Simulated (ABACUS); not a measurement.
Here is an ABACUS 3.10.1 calculation.

Contents of run_abacus.py:

```python
"""ABACUS run from a structure file: ASE reads it, the script writes STRU, KPT and INPUT."""
import re
import subprocess
import spglib
from ase import Atoms
from ase.io import read
from ase.units import Bohr

atoms = read("InP.cif")
cell, frac, numbers = spglib.standardize_cell((atoms.cell[:], atoms.get_scaled_positions(), atoms.numbers), to_primitive=True, symprec=1e-4)
atoms = Atoms(numbers=numbers, cell=cell, scaled_positions=frac, pbc=True)  # the primitive cell
atoms = atoms[(-atoms.numbers).argsort(kind="stable")]  # ABACUS lists atoms element by element
pseudo = {'In': '49_In_13_2.5_3.1_pbe_n_v1.0.upf', 'P': '15_P_5_1.8_1.9_pbe_n_v1.0.upf'}
orbital = {'In': 'In_confined-atom_8au_2s2p2d.orb', 'P': 'P_confined-atom_7au_2s2p1d.orb'}
magmoms = None
kmesh = [7, 7, 7]
params = {
    'suffix': 'InP',
    'calculation': 'scf',
    'basis_type': 'lcao',
    'pseudo_dir': './',
    'orbital_dir': './',
    'symmetry': 1,
    'dft_functional': 'pbe',
    'ecutwfc': 100,
    'pseudo_rcut': 10,
    'nspin': 1,
    'nbands': 19,
    'ks_solver': 'genelpa',
    'smearing_method': 'fd',
    'smearing_sigma': 0.00367493,
    'scf_thr': 1e-07,
    'scf_nmax': 100,
    'mixing_type': 'broyden',
    'mixing_beta': 0.7,
    'cal_force': 1,
    'cal_stress': 1,
    'out_mul': 1,
    'out_chg': 1,
    'out_pot': 2,
    'out_elf': 1,
}

symbols = atoms.get_chemical_symbols()
elements = list(dict.fromkeys(symbols))
lines = ["ATOMIC_SPECIES"] + [f"{e} {atoms.get_masses()[symbols.index(e)]:.4f} {pseudo[e]}" for e in elements]
if orbital:
    lines += ["", "NUMERICAL_ORBITAL"] + [orbital[e] for e in elements]
lines += ["", "LATTICE_CONSTANT", f"{1 / Bohr:.10f}", "", "LATTICE_VECTORS"]
lines += [" ".join(f"{x:.10f}" for x in v) for v in atoms.cell]
lines += ["", "ATOMIC_POSITIONS", "Direct"]
for e in elements:
    lines += ["", e, "0.0", str(symbols.count(e))]
    for i, p in enumerate(atoms.get_scaled_positions(wrap=False)):
        if symbols[i] == e:
            mag = "" if magmoms is None else " mag " + " ".join(str(x) for x in (magmoms[i] if isinstance(magmoms[i], list) else [magmoms[i]]))
            lines.append(" ".join(f"{x:.10f}" for x in p) + " 1 1 1" + mag)
open("STRU", "w").write("\n".join(lines) + "\n")
open("KPT", "w").write("K_POINTS\n0\nGamma\n%d %d %d 0 0 0\n" % tuple(kmesh))
open("INPUT", "w").write("INPUT_PARAMETERS\n" + "".join(f"{k:<20s}{v}\n" for k, v in params.items()))

done = subprocess.run(['mpirun', '-np', '4', 'abacus'])
if done.returncode:
    raise SystemExit(done.returncode)
log = open("OUT.InP/running_scf.log").read()
print("final energy (eV):", re.findall(r"FINAL_ETOT_IS (\S+)", log))
```

Contents of InP.cif:

```cif
data_InP
_cell_length_a 5.86100000
_cell_length_b 5.86100000
_cell_length_c 5.86100000
_cell_angle_alpha 90.00000000
_cell_angle_beta 90.00000000
_cell_angle_gamma 90.00000000
_space_group_name_H-M_alt 'F-43m'
_space_group_name_Hall 'F -4 2 3'
_space_group_IT_number 216
loop_
_space_group_symop_operation_xyz
'x,y,z'
'y,-x,-z'
'-x,-y,z'
'-y,x,-z'
'x,-y,-z'
'y,x,z'
'-x,y,-z'
'-y,-x,z'
'z,x,y'
'-z,y,-x'
'z,-x,-y'
'-z,-y,x'
'-z,x,-y'
'z,y,x'
'-z,-x,y'
'z,-y,-x'
'y,z,x'
'-x,-z,y'
'-y,z,-x'
'x,-z,-y'
'-y,-z,x'
'x,z,y'
'y,-z,-x'
'-x,z,-y'
'x,y+1/2,z+1/2'
'y,-x+1/2,-z+1/2'
'-x,-y+1/2,z+1/2'
'-y,x+1/2,-z+1/2'
'x,-y+1/2,-z+1/2'
'y,x+1/2,z+1/2'
'-x,y+1/2,-z+1/2'
'-y,-x+1/2,z+1/2'
'z,x+1/2,y+1/2'
'-z,y+1/2,-x+1/2'
'z,-x+1/2,-y+1/2'
'-z,-y+1/2,x+1/2'
'-z,x+1/2,-y+1/2'
'z,y+1/2,x+1/2'
'-z,-x+1/2,y+1/2'
'z,-y+1/2,-x+1/2'
'y,z+1/2,x+1/2'
'-x,-z+1/2,y+1/2'
'-y,z+1/2,-x+1/2'
'x,-z+1/2,-y+1/2'
'-y,-z+1/2,x+1/2'
'x,z+1/2,y+1/2'
'y,-z+1/2,-x+1/2'
'-x,z+1/2,-y+1/2'
'x+1/2,y,z+1/2'
'y+1/2,-x,-z+1/2'
'-x+1/2,-y,z+1/2'
'-y+1/2,x,-z+1/2'
'x+1/2,-y,-z+1/2'
'y+1/2,x,z+1/2'
'-x+1/2,y,-z+1/2'
'-y+1/2,-x,z+1/2'
'z+1/2,x,y+1/2'
'-z+1/2,y,-x+1/2'
'z+1/2,-x,-y+1/2'
'-z+1/2,-y,x+1/2'
'-z+1/2,x,-y+1/2'
'z+1/2,y,x+1/2'
'-z+1/2,-x,y+1/2'
'z+1/2,-y,-x+1/2'
'y+1/2,z,x+1/2'
'-x+1/2,-z,y+1/2'
'-y+1/2,z,-x+1/2'
'x+1/2,-z,-y+1/2'
'-y+1/2,-z,x+1/2'
'x+1/2,z,y+1/2'
'y+1/2,-z,-x+1/2'
'-x+1/2,z,-y+1/2'
'x+1/2,y+1/2,z'
'y+1/2,-x+1/2,-z'
'-x+1/2,-y+1/2,z'
'-y+1/2,x+1/2,-z'
'x+1/2,-y+1/2,-z'
'y+1/2,x+1/2,z'
'-x+1/2,y+1/2,-z'
'-y+1/2,-x+1/2,z'
'z+1/2,x+1/2,y'
'-z+1/2,y+1/2,-x'
'z+1/2,-x+1/2,-y'
'-z+1/2,-y+1/2,x'
'-z+1/2,x+1/2,-y'
'z+1/2,y+1/2,x'
'-z+1/2,-x+1/2,y'
'z+1/2,-y+1/2,-x'
'y+1/2,z+1/2,x'
'-x+1/2,-z+1/2,y'
'-y+1/2,z+1/2,-x'
'x+1/2,-z+1/2,-y'
'-y+1/2,-z+1/2,x'
'x+1/2,z+1/2,y'
'y+1/2,-z+1/2,-x'
'-x+1/2,z+1/2,-y'
loop_
_atom_site_label
_atom_site_type_symbol
_atom_site_symmetry_multiplicity
_atom_site_Wyckoff_symbol
_atom_site_fract_x
_atom_site_fract_y
_atom_site_fract_z
_atom_site_occupancy
In1 In 4 a 0.0000000000 0.0000000000 0.0000000000 1
P1 P 4 c 0.2500000000 0.2500000000 0.2500000000 1
```

Potentials or basis: SPMS ONCV 1.0 PBE, DZP LCAO (the cutoffs set its grid).

Command:

```sh
$ OMP_NUM_THREADS=1 python run_abacus.py > log
```

(1) What does it give for the band gap on the k mesh?

(2) Predict the pressure.

Answers

(1) 0.94 eV, direct.

(2) 4.4 GPa.

Caveat: the atomic orbitals were generated for these runs and aren't a published set; spin-orbit coupling is left out, which moves the levels of the heavy elements; the basis of atomic orbitals isn't converged, which shifts pressures, moduli and gaps.

**Experimental background.**

From a printed reference work, data compilation, for a bulk crystal of InP at 1.6 K: band gap 1.4236 eV (direct).

A measured gap of InP is 1.4236 eV (direct; 1.6 K; a printed reference work, data compilation); the calculated 0.94 eV misses it by -0.48 eV. Spin-orbit coupling on In is left out. The value is that of PBE in an atomic basis (SPMS ONCV 1.0 PBE, DZP LCAO (the cutoffs set its grid)), whose error adds to the functional's,, without temperature or zero-point motion. Semilocal functionals fall short of measured gaps as a rule.
